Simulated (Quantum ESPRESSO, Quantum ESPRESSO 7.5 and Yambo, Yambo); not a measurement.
# A GW chain in Yambo: RbBr (Fm-3m)

Wanted: ground state, empty states, screening and self-energy for RbBr (Fm-3m).

Program: Quantum ESPRESSO 7.5 and Yambo 5.3.0. Level of theory: PBE and many-body steps on it, plane waves. Results are calculated unless marked as measured.

The database entry behind the starting cell differs from later determinations by our own check (about 0.5 % short), so it need not match the best structure at ambient conditions.

### 1. The starting structure

It takes space group Fm-3m (No. 225, cubic). Conventional cell: a = 6.854 Å, b = 6.854 Å, c = 6.854 Å, α = 90.00°, β = 90.00°, γ = 90.00°. Nearest to Rb lie 6 Br at 3.43 Å. Nearest to Br lie 6 Rb at 3.43 Å. Farther neighbours and most contacts between anions are not listed.

The cell and positions come from the Crystallography Open Database and are kept as given unless a step says otherwise.

### 2. Ground state

This step: Quantum ESPRESSO 7.5; DFT, PBE, plane waves, norm-conserving pseudopotentials.

The ground-state density comes first.

Input file pw.in:

```
&control
  calculation = 'scf'
  prefix = 'x'
  outdir = 'o'
  pseudo_dir = 'pseudo'
/
&system
  ibrav = 0
  nat = 2
  ntyp = 2
  ecutwfc = 76.0
  nbnd = 18
  force_symmorphic = .true.
/
&electrons
  conv_thr = 1e-10
  electron_maxstep = 80
  mixing_beta = 0.5
/
ATOMIC_SPECIES
  Rb 85.468 Rb.upf
  Br 79.904 Br.upf
CELL_PARAMETERS angstrom
  0.0000000000 3.4270000000 3.4270000000
  3.4270000000 0.0000000000 3.4270000000
  3.4270000000 3.4270000000 -0.0000000000
ATOMIC_POSITIONS crystal
  Rb 0.0000000000 0.0000000000 0.0000000000
  Br 0.5000000000 0.5000000000 0.5000000000
K_POINTS automatic
  6 6 6 0 0 0
```

On the command line:

```
$ OMP_NUM_THREADS=1 mpirun -n 4 pw.x -nk 4 -in pw.in > pw.out
```

The log of the run:

```text
Program PWSCF v.7.5 starts

     This program is part of the open-source Quantum ESPRESSO suite
     for quantum simulation of materials; please cite
         "P. Giannozzi et al., J. Phys.:Condens. Matter 21 395502 (2009);
         "P. Giannozzi et al., J. Phys.:Condens. Matter 29 465901 (2017);
         "P. Giannozzi et al., J. Chem. Phys. 152 154105 (2020);
     in publications or presentations arising from this work. More details at
     Message from routine setup:
     using ibrav=0 with symmetry is DISCOURAGED, use correct ibrav instead

     G-vector sticks info

     bravais-lattice index     =            0
     lattice parameter (alat)  =       9.1586  a.u.
     unit-cell volume          =     543.2114 (a.u.)^3
     number of atoms/cell      =            2
     number of atomic types    =            2
     number of electrons       =        26.00
     number of Kohn-Sham states=           18
     kinetic-energy cutoff     =      76.0000  Ry
     charge density cutoff     =     304.0000  Ry
     scf convergence threshold =      1.0E-10
     mixing beta               =       0.5000
     number of iterations used =            8  plain     mixing
     Exchange-correlation= PBE
                           (   1   4   3   4   0   0   0)

     celldm(1)=   9.158576  celldm(2)=   0.000000  celldm(3)=   0.000000
     celldm(4)=   0.000000  celldm(5)=   0.000000  celldm(6)=   0.000000

     crystal axes: (cart. coord. in units of alat)
               a(1) = (   0.000000   0.707107   0.707107 )
               a(2) = (   0.707107   0.000000   0.707107 )
               a(3) = (   0.707107   0.707107  -0.000000 )

     reciprocal axes: (cart. coord. in units 2 pi/alat)
               b(1) = ( -0.707107  0.707107  0.707107 )
               b(2) = (  0.707107 -0.707107  0.707107 )
               b(3) = (  0.707107  0.707107 -0.707107 )
     Pseudo is Norm-conserving + core correction, Zval =  9.0
     Generated using ONCVPSP code by D. R. Hamann
     Using radial grid of 2308 points,  6 beta functions with:
     Pseudo is Norm-conserving + core correction, Zval = 17.0
     Generated using ONCVPSP code by D. R. Hamann
     Using radial grid of 1098 points,  6 beta functions with:
     Rb                9.00    85.46800     Rb( 1.00)
     Br               17.00    79.90400     Br( 1.00)

     48 Sym. Ops., with inversion, found

   Cartesian axes

     site n.     atom                  positions (alat units)
         1        Rb     tau(   1) = (   0.0000000   0.0000000   0.0000000  )
         2        Br     tau(   2) = (   0.7071068   0.7071068   0.7071068  )

     number of k points=    16
                       cart. coord. in units 2pi/alat
        k(    1) = (   0.0000000   0.0000000   0.0000000), wk =   0.0092593
        k(    2) = (   0.1178511   0.1178511  -0.1178511), wk =   0.0740741
        k(    3) = (   0.2357023   0.2357023  -0.2357023), wk =   0.0740741
        k(    4) = (  -0.3535534  -0.3535534   0.3535534), wk =   0.0370370
        k(    5) = (   0.2357023   0.0000000  -0.0000000), wk =   0.0555556
        k(    6) = (   0.3535534   0.1178511  -0.1178511), wk =   0.2222222
        k(    7) = (  -0.2357023  -0.4714045   0.4714045), wk =   0.2222222
        k(    8) = (  -0.1178511  -0.3535534   0.3535534), wk =   0.2222222
        k(    9) = (   0.0000000  -0.2357023   0.2357023), wk =   0.1111111
        k(   10) = (   0.4714045   0.0000000  -0.0000000), wk =   0.0555556
     [... 4 further rows ...]
        k(   15) = (  -0.1178511  -0.3535534   0.5892557), wk =   0.2222222
        k(   16) = (  -0.7071068   0.2357023   0.0000000), wk =   0.1111111

     Dense  grid:    48671 G-vectors     FFT dimensions: (  54,  54,  54)

     Initial potential from superposition of free atoms

     starting charge      25.9752, renormalised to      26.0000
     Starting wfcs are   14 randomized atomic wfcs +    4 random wfcs

     per-process dynamical memory:    42.0 Mb

     Self-consistent Calculation

     iteration #  1     ecut=    76.00 Ry     beta= 0.50

     Threshold (ethr) on eigenvalues was too large:
     Diagonalizing with lowered threshold

     total energy              =    -325.15258804 Ry
     estimated scf accuracy    <       0.04918918 Ry

     iteration #  2     ecut=    76.00 Ry     beta= 0.50

     total energy              =    -325.16242894 Ry
     estimated scf accuracy    <       0.00291083 Ry

     iteration #  3     ecut=    76.00 Ry     beta= 0.50

     total energy              =    -325.16295240 Ry
     estimated scf accuracy    <       0.00065592 Ry

     iteration #  4     ecut=    76.00 Ry     beta= 0.50

     total energy              =    -325.16304432 Ry
     estimated scf accuracy    <       0.00002130 Ry

     iteration #  5     ecut=    76.00 Ry     beta= 0.50

     total energy              =    -325.16305109 Ry
     estimated scf accuracy    <       0.00000826 Ry

     iteration #  6     ecut=    76.00 Ry     beta= 0.50

     total energy              =    -325.16305317 Ry
     estimated scf accuracy    <       0.00000010 Ry

     iteration #  7     ecut=    76.00 Ry     beta= 0.50

     total energy              =    -325.16305322 Ry
     estimated scf accuracy    <          2.6E-09 Ry

     iteration #  8     ecut=    76.00 Ry     beta= 0.50

     total energy              =    -325.16305322 Ry
     estimated scf accuracy    <          2.4E-09 Ry

     iteration #  9     ecut=    76.00 Ry     beta= 0.50

     total energy              =    -325.16305323 Ry
     estimated scf accuracy    <          2.6E-10 Ry

     iteration # 10     ecut=    76.00 Ry     beta= 0.50

     End of self-consistent calculation

          k = 0.0000 0.0000 0.0000 (  5985 PWs)   bands (ev):

   -55.9828 -55.9828 -55.9808 -55.9808 -55.9808 -22.2901 -10.0526  -6.3615
    -6.3615  -6.3615   2.1322   2.1322   2.1322   6.4965   9.4189   9.4189
     9.4189  10.3081

          k = 0.1179 0.1179-0.1179 (  6099 PWs)   bands (ev):

   -55.9828 -55.9828 -55.9808 -55.9808 -55.9808 -22.2877 -10.0634  -6.3634
    -6.3634  -6.3495   1.8288   2.0377   2.0377   7.1363   9.2855   9.7469
     9.7469  10.7146

          k = 0.2357 0.2357-0.2357 (  6084 PWs)   bands (ev):

   -55.9828 -55.9828 -55.9808 -55.9808 -55.9808 -22.2830 -10.0847  -6.3672
    -6.3672  -6.3258   1.3478   1.8610   1.8610   8.3844   9.4406  10.6605
    10.6605  11.7308

          k =-0.3536-0.3536 0.3536 (  6116 PWs)   bands (ev):

     [... further k-points ...]

     highest occupied, lowest unoccupied level (ev):     2.1322    6.4965

!    total energy              =    -325.16305323 Ry
     estimated scf accuracy    <          5.2E-11 Ry

     The total energy is the sum of the following terms:
     one-electron contribution =    -217.74047561 Ry
     hartree contribution      =     108.04149937 Ry
     xc contribution           =     -58.74476161 Ry
     ewald contribution        =    -156.71931538 Ry

     convergence has been achieved in  10 iterations

     XML data file, charge density, pseudopotentials, collected wavefunctions

=------------------------------------------------------------------------------=
   JOB DONE.
=------------------------------------------------------------------------------=
```

It took 13 s on 4 MPI ranks of Arm Neoverse V1, shared host; peak memory 0.32 GiB; 54 s of CPU time.

Numbers from this step:

```
total energy               : -4424.0687 eV
gap                        : 4.364 eV
k of the valence top       : 0, 0, 0
k of the conduction bottom : 0, 0, 0
least direct gap           : 4.364 eV
```

The gap is direct, at Γ.

### 3. Bands along the symmetry lines

The cheap functional maps the bands first; the places of the edges decide which points the dearer methods must see.

Input file pw.in:

```
&control
  calculation = 'bands'
  prefix = 'x'
  outdir = 'o'
  pseudo_dir = 'pseudo'
/
&system
  ibrav = 0
  nat = 2
  ntyp = 2
  ecutwfc = 76.0
  nbnd = 19
  force_symmorphic = .true.
/
&electrons
  conv_thr = 1e-9
  electron_maxstep = 80
  diago_full_acc = .true.
  diago_thr_init = 5e-6
/
ATOMIC_SPECIES
  Rb 85.468 Rb.upf
  Br 79.904 Br.upf
CELL_PARAMETERS angstrom
  0.0000000000 3.4270000000 3.4270000000
  3.4270000000 0.0000000000 3.4270000000
  3.4270000000 3.4270000000 -0.0000000000
ATOMIC_POSITIONS crystal
  Rb 0.0000000000 0.0000000000 0.0000000000
  Br 0.5000000000 0.5000000000 0.5000000000
K_POINTS crystal
  50
  0.00000000 0.00000000 0.00000000 1
  0.06250000 0.00000000 0.06250000 1
  0.12500000 0.00000000 0.12500000 1
  0.18750000 0.00000000 0.18750000 1
  0.25000000 0.00000000 0.25000000 1
  0.31250000 0.00000000 0.31250000 1
  0.37500000 0.00000000 0.37500000 1
  0.43750000 0.00000000 0.43750000 1
  0.50000000 0.00000000 0.50000000 1
  0.51562500 0.03125000 0.51562500 1
  0.53125000 0.06250000 0.53125000 1
  0.54687500 0.09375000 0.54687500 1
  0.56250000 0.12500000 0.56250000 1
  0.57812500 0.15625000 0.57812500 1
  0.59375000 0.18750000 0.59375000 1
  0.60937500 0.21875000 0.60937500 1
  0.62500000 0.25000000 0.62500000 1
  0.37500000 0.37500000 0.75000000 1
  0.32812500 0.32812500 0.65625000 1
  0.28125000 0.28125000 0.56250000 1
  0.23437500 0.23437500 0.46875000 1
  0.18750000 0.18750000 0.37500000 1
  0.14062500 0.14062500 0.28125000 1
  0.09375000 0.09375000 0.18750000 1
  0.04687500 0.04687500 0.09375000 1
  0.00000000 0.00000000 0.00000000 1
  0.06250000 0.06250000 0.06250000 1
  0.12500000 0.12500000 0.12500000 1
  0.18750000 0.18750000 0.18750000 1
  0.25000000 0.25000000 0.25000000 1
  0.31250000 0.31250000 0.31250000 1
  0.37500000 0.37500000 0.37500000 1
  0.43750000 0.43750000 0.43750000 1
  0.50000000 0.50000000 0.50000000 1
  0.50000000 0.46875000 0.53125000 1
  0.50000000 0.43750000 0.56250000 1
  0.50000000 0.40625000 0.59375000 1
  0.50000000 0.37500000 0.62500000 1
  0.50000000 0.34375000 0.65625000 1
  0.50000000 0.31250000 0.68750000 1
  0.50000000 0.28125000 0.71875000 1
  0.50000000 0.25000000 0.75000000 1
  0.50000000 0.21875000 0.71875000 1
  0.50000000 0.18750000 0.68750000 1
  0.50000000 0.15625000 0.65625000 1
  0.50000000 0.12500000 0.62500000 1
  0.50000000 0.09375000 0.59375000 1
  0.50000000 0.06250000 0.56250000 1
  0.50000000 0.03125000 0.53125000 1
  0.50000000 0.00000000 0.50000000 1
```

The log of the run:

```text
[banner, memory and clock lines left out]
Program PWSCF v.7.5 starts

     Atomic positions and unit cell read from directory:
     o/x.save/

     Message from routine setup:
     using ibrav=0 with symmetry is DISCOURAGED, use correct ibrav instead

     G-vector sticks info

     bravais-lattice index     =            0
     lattice parameter (alat)  =       9.1586  a.u.
     unit-cell volume          =     543.2114 (a.u.)^3
     number of atoms/cell      =            2
     number of atomic types    =            2
     number of electrons       =        26.00
     number of Kohn-Sham states=           19
     kinetic-energy cutoff     =      76.0000  Ry
     charge density cutoff     =     304.0000  Ry
     Exchange-correlation= PBE
                           (   1   4   3   4   0   0   0)

     celldm(1)=   9.158576  celldm(2)=   0.000000  celldm(3)=   0.000000
     celldm(4)=   0.000000  celldm(5)=   0.000000  celldm(6)=   0.000000

     crystal axes: (cart. coord. in units of alat)
               a(1) = (   0.000000   0.707107   0.707107 )
               a(2) = (   0.707107   0.000000   0.707107 )
               a(3) = (   0.707107   0.707107  -0.000000 )

     reciprocal axes: (cart. coord. in units 2 pi/alat)
               b(1) = ( -0.707107  0.707107  0.707107 )
               b(2) = (  0.707107 -0.707107  0.707107 )
               b(3) = (  0.707107  0.707107 -0.707107 )
     Pseudo is Norm-conserving + core correction, Zval =  9.0
     Generated using ONCVPSP code by D. R. Hamann
     Using radial grid of 2308 points,  6 beta functions with:
     Pseudo is Norm-conserving + core correction, Zval = 17.0
     Generated using ONCVPSP code by D. R. Hamann
     Using radial grid of 1098 points,  6 beta functions with:
     Rb                9.00    85.46800     Rb( 1.00)
     Br               17.00    79.90400     Br( 1.00)

     48 Sym. Ops., with inversion, found

   Cartesian axes

     site n.     atom                  positions (alat units)
         1        Rb     tau(   1) = (   0.0000000   0.0000000   0.0000000  )
         2        Br     tau(   2) = (   0.7071068   0.7071068   0.7071068  )

     number of k points=    50
                       cart. coord. in units 2pi/alat
        k(    1) = (   0.0000000   0.0000000   0.0000000), wk =   0.0400000
        k(    2) = (   0.0000000   0.0883883   0.0000000), wk =   0.0400000
        k(    3) = (   0.0000000   0.1767767   0.0000000), wk =   0.0400000
[...]
[... 38 further rows ...]
        k(   49) = (   0.0441942   0.7071068   0.0000000), wk =   0.0400000
        k(   50) = (   0.0000000   0.7071068   0.0000000), wk =   0.0400000

     Dense  grid:    48671 G-vectors     FFT dimensions: (  54,  54,  54)

     The potential is recalculated from file :
     o/x.save/charge-density

     Starting wfcs are   14 randomized atomic wfcs +    5 random wfcs

     Band Structure Calculation

     End of band structure calculation

          k = 0.0000 0.0000 0.0000 (  5985 PWs)   bands (ev):

   -55.9826 -55.9826 -55.9807 -55.9807 -55.9807 -22.2901 -10.0526  -6.3615
    -6.3615  -6.3615   2.1322   2.1322   2.1322   6.4965   9.4189   9.4189
     9.4189  10.3081  10.3082

          k = 0.0000 0.0884 0.0000 (  6070 PWs)   bands (ev):

   -55.9826 -55.9826 -55.9807 -55.9807 -55.9807 -22.2896 -10.0546  -6.3642
[...]
9.5187  10.3390  10.4338

          k = 0.0000 0.1768 0.0000 (  6066 PWs)   bands (ev):

[...]
9.8118  10.4295  10.7897

          k =-0.0000 0.2652 0.0000 (  6074 PWs)   bands (ev):

[...]
k = 0.0000 0.4419-0.0000 (  6090 PWs)   bands (ev):

[...]
k =-0.0000 0.5303 0.0000 (  6086 PWs)   bands (ev):

[...]
k = 0.0000 0.6187-0.0000 (  6086 PWs)   bands (ev):

[...]
k = 0.4640 0.4640-0.0000 (  6051 PWs)   bands (ev):

[...]
k = 0.3315 0.3315-0.0000 (  6079 PWs)   bands (ev):

[...]
k = 0.3094 0.7071-0.0000 (  6052 PWs)   bands (ev):

[...]
k = 0.2210 0.7071-0.0000 (  6066 PWs)   bands (ev):

[...]
k = 0.1768 0.7071-0.0000 (  6062 PWs)   bands (ev):

[...]
k = 0.0442 0.7071 0.0000 (  6056 PWs)   bands (ev):

[...]
11.3692  11.5546  12.9881

          k = 0.0000 0.7071 0.0000 (  6074 PWs)   bands (ev):

   -55.9826 -55.9826 -55.9807 -55.9807 -55.9807 -22.2780  -9.9993  -6.5435
    -6.4335  -6.4335   1.6599   1.9738   1.9738   7.7485   9.2663  11.3356
    11.3440  11.5759  12.9667

     XML data file, pseudopotentials, collected wavefunctions
```

Wall time 13 s (4 MPI ranks); peak memory 0.27 GiB.

This step gave:

```
gap                        : 4.364 eV
k of the valence top       : 0, 0, 0
k of the conduction bottom : 0, 0, 0
least direct gap           : 4.364 eV
```

The gap is 4.364 eV, as in the run before at this level.

The electronic bands at the labelled points (eV, zero at the top of the highest filled band):

```
    point  band 10  band 11  band 12  band 13  band 14  band 15  band 16  band 17
        Γ    -8.49     0.00     0.00     0.00     4.36     7.29     7.29     7.29
  halfway    -8.49    -0.60    -0.10    -0.10     5.72     6.25     8.62     8.76
        X    -8.57    -0.47    -0.16    -0.16     5.62     7.13     9.20     9.21
  halfway    -8.55    -0.46    -0.26    -0.19     5.82     7.40     8.82     9.28
        U    -8.52    -0.49    -0.41    -0.26     6.35     8.13     8.16     8.87
jump to K    -8.52    -0.49    -0.41    -0.26     6.35     8.13     8.16     8.87
  halfway    -8.46    -0.67    -0.28    -0.15     6.03     6.99     8.06     8.81
        Γ    -8.49     0.00     0.00     0.00     4.36     7.29     7.29     7.29
  halfway    -8.47    -0.56    -0.18    -0.18     5.63     7.15     8.01     8.01
        L    -8.45    -0.99    -0.35    -0.35     6.82     7.72     9.49     9.49
  halfway    -8.47    -0.76    -0.35    -0.33     6.98     7.42     8.88     9.00
        W    -8.48    -0.49    -0.35    -0.35     7.09     7.09     8.27     8.62
  halfway    -8.52    -0.44    -0.33    -0.22     6.02     7.60     8.43     9.14
        X    -8.57    -0.47    -0.16    -0.16     5.62     7.13     9.20     9.21
```

The electronic bands as a text plot (rows in eV, shown from -8.0 to 8.2 only):

```
    7.8 |+ +++          ++++    +++++ ++   ++   ++++++      ++
    7.2 |++++      +++++    ++++++++++++++++++++  ++++++++++  +++
    6.5 |    ++++++      +++  ++               +++         ++
    5.8 |     +++++++++++       +           +++              ++++
    5.1 |  +++                   ++++      +
    4.5 |++                          ++++++
    3.8 |
    3.1 |
    2.4 |
    1.8 |
    1.1 |
    0.4 |
   -0.2 |********************************************************
   -0.9 |     ****         ******            ***********
   -1.6 |
   -2.3 |
   -2.9 |
   -3.6 |
   -4.3 |
   -5.0 |
   -5.6 |
   -6.3 |
   -7.0 |
   -7.7 |
         Γ           X  U|K            Γ         L        W     X
```

[end of part 1 of 2]

[Paths, hosts, dates, memory and timing lines, banners, echoed tables and standing remarks are left out of the program output.]

[Logs are printed without paths, hosts, clocks, repeated set-up lines and the standing remarks that a program may print on its own settings, such as how far it seeks lower states.]

[Runs of the session that timed out or met a known fault of the program may be left out.]

[Hosts, paths, dates, database ids (printed as entryN), source tags and the programs' standing remarks are cut or masked in the printed files.]
